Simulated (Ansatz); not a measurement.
A single-point calculation of BaHfO₃ in the cubic perovskite structure with Ansatz 0.2.0, at the level HSE06. The cell was relaxed with r2SCAN and then strained (isotropic +3.0 % on every length), with the atoms relaxed again with r2SCAN; k points keep the names of the unstrained zone.

```yaml
crystal:
  lattice:
    - [4.302370534, 0.0, 0.0]
    - [0.0, 4.302370534, 0.0]
    - [0.0, 0.0, 4.302370534]
  atoms:
    - { symbol: Ba, position: [0.0, 0.0, 0.0] }
    - { symbol: Hf, position: [0.5, 0.5, 0.5] }
    - { symbol: O, position: [0.5, 0.5, 0.0] }
    - { symbol: O, position: [0.5, 0.0, 0.5] }
    - { symbol: O, position: [0.0, 0.5, 0.5] }
kpoints:
  mp_grid: { grid: [4, 4, 4] }
  band_path:
    path: [[0.0, 0.0, 0.0], [0.0, 0.5, 0.0], [0.5, 0.5, 0.0], [0.5, 0.5, 0.5]]
    npoints: 1
hamiltonian:
  xc: hse06
scf:
  occupations: { method: fixed }
  n_extra_bands: 5
output:
  forces: true
  stress: true
  eigenvalues: true
```

The output follows, shortened, with numbered blanks.
```
Pseudopotential: Ba, paw, valence charge 10, recommended cutoff 420 eV (normal)
Pseudopotential: Hf, paw, valence charge 26, recommended cutoff 420 eV (normal)
Pseudopotential: O, paw, valence charge 6, recommended cutoff 420 eV (normal)
Functional definition: HSE06
Crystal: 5 atoms, lattice volume = 79.639 Å³
Basis set: ecut = 420 eV, 1551 PW (Γ)
Bands: 32, of which v1, the nominal top of the filled ones, is band 27 counted from 1 (26 counted from 0)
Symmetry: 48 space group operations
Space group: Pm-3m (ITA 221)
k-points: 10 of 64
[warm-up without exact exchange]
SCF 1 stopped early in 2 iterations: F = -23382.268353 eV  dr2 = 1.40e-4
[exact exchange on]
Exchange kernel: α = 0.2500, screened, ω = 0.2079 Å⁻¹, Wigner–Seitz truncation, v(0) = 1040.1552 eV·Å³, q-mesh 4×4×4
SCF 2 stopped early in 7 iterations: F = -23386.939949 eV  dr2 = 9.53e-6
hybrid outer 1: dexx = +2.678e-2 eV, tail = 1.15e-3 eV
SCF 3 converged in 6 iterations: F = -23386.939251 eV  dr2 = 5.07e-9
hybrid outer 2: dexx = +2.594e-6 eV, tail = 1.45e-7 eV, Δε = 5.73e-3 eV
SCF 4 converged in 2 iterations: F = -23386.939251 eV  dr2 = 8.97e-10
hybrid outer 3: dexx = +9.184e-10 eV, tail = 9.16e-9 eV, Δε = 1.55e-4 eV, ΔF = 9.96e-27 eV/Å
NSCF: frozen V_eff on 4 k-points
hybrid SCF converged: 3 outer / 15 inner (+2 warm-up)
Free energy (F): -23386.939251 eV
[1]
--- Stress (GPa, compression-positive) ---
      -12.563606       0.000000       0.000000
        0.000000     -12.563606       0.000000
        0.000000       0.000000     -12.563606
  P = ⅓ Tr σ = -12.5636 GPa (-125.636 kbar)
--- Band table (eV; the first three rows and the last of 10) ---
[2]
```

The rows of the band table are 0: (0, 0, 0) = Γ, 1: (0, 0, 1/4), 2: (0, 0, -1/2) = X, 9: (-1/2, -1/2, -1/2) = R.

Q: Give the withheld lines. They hold the Fermi energy and the band table.

A:
```
[1]
Fermi energy:    9.257853 eV
[2]
  k-point 0: bands = […, 8.3357, 8.3357, 8.3357, 8.9996, 8.9996, 8.9996, 14.2147, 14.2147, 14.2147, 15.3733, …]
  k-point 1: bands = […, 7.9310, 7.9310, 8.0074, 8.0409, 8.8044, 8.8044, 14.4184, 15.3736, 15.3736, 16.1615, …]
  k-point 2: bands = […, 7.4725, 7.5973, 7.5973, 7.7796, 8.6661, 8.6661, 14.6689, 16.7599, 16.7599, 17.0533, …]
  k-point 9: bands = […, 6.6981, 6.6981, 6.6981, 9.2579, 9.2579, 9.2579, 16.5393, 16.5393, 16.5393, 18.1868, …]
```
The trailing digits, and the zero of the energies, depend on the potentials and thresholds.

With HSE06 the valence top lies at R and the conduction bottom at Γ, 4.96 eV higher; the smallest vertical gap, at Γ, is 5.22 eV. The gap is the least over the mesh and the extra points. The mean pressure is -12.6 GPa (compression positive), so HSE06 would shrink the cell's volume. The stress of a hybrid is loosely converged here.

Wall time 41 s on 1 × NVIDIA H100 80GB HBM3 with 2 threads of AMD EPYC 7R13 Processor (Zen 3), on a shared host; peak host memory 2.5 GiB.

No spin polarisation and no zero-point or thermal motion.

Spin-orbit coupling is left out, which matters wherever the heavy atoms make up the band edges.

The meshes of the hybrids are coarse, so their gaps aren't converged to the digits shown.
